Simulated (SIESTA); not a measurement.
Crystal: FeO (Wuestite).

```
Fe O
1.0
     0.00000    2.15540    2.15540
     2.15540    0.00000    2.15540
     2.15540    2.15540    0.00000
Fe O
1 1
Direct
  0.00000 0.00000 0.00000
  0.50000 0.50000 0.50000
```

* Program: SIESTA 5.4.2
* Task: single point
* Functional: PBE
* Potentials or basis: PseudoDojo 0.4 standard (PBE files)
* Basis: DZP (energy shift 0.003 Ry; two zetas on semicore shells)
* Grid cutoff: 800 Ry
* Energy shift: 0.003 Ry
* k mesh: 11 × 11 × 11
* Occupations: fermi-dirac, width 0.05 eV
* Spin: collinear spin, ferromagnetic start
* Starting moments: [3.0, 0.0] μB

On this cell: pressure 0.3 GPa; largest force zero by symmetry; net moment 4.00 μB per cell; site moments Fe +3.69; O +0.31 μB; band gap on the k mesh none (metal or under the smearing width).

The same run follows on a disturbed copy (atoms moved at random, drawn with an rms of 0.05 Å):

```
CELL_PARAMETERS angstrom
0.00000 2.15540 2.15540
2.15540 0.00000 2.15540
2.15540 2.15540 0.00000
ATOMIC_POSITIONS crystal
Fe 0.01050 0.99977 0.02106
O 0.51406 0.51299 0.49061
```

**Question.** What changes?

**Answer.** The energy (extrapolated to zero smearing) moves by +5.6 meV/atom; pressure 0.7 GPa; largest force 0.290 eV/Å; net moment 4.00 μB per cell; site moments Fe +3.69; O +0.31 μB; band gap on the k mesh none (metal or under the smearing width).

Forces in eV/Å, atoms in the order of the input:
```
Fe  -0.138 -0.216  0.135
O    0.139  0.216 -0.135
```

Stress tensor (GPa, compression positive):
```
 0.55 -0.18  0.12
-0.18  1.14  0.19
 0.12  0.19  0.55
```

Caveats: short orbitals over semicore shells can move pressures by several GPa; the basis of atomic orbitals isn't converged, which shifts pressures, moduli and gaps; a cell with one magnetic atom can't hold antiferromagnetic order, which such compounds often take; semilocal functionals often make such compounds metallic where correlation or magnetic order opens a gap, which also shifts bond lengths.
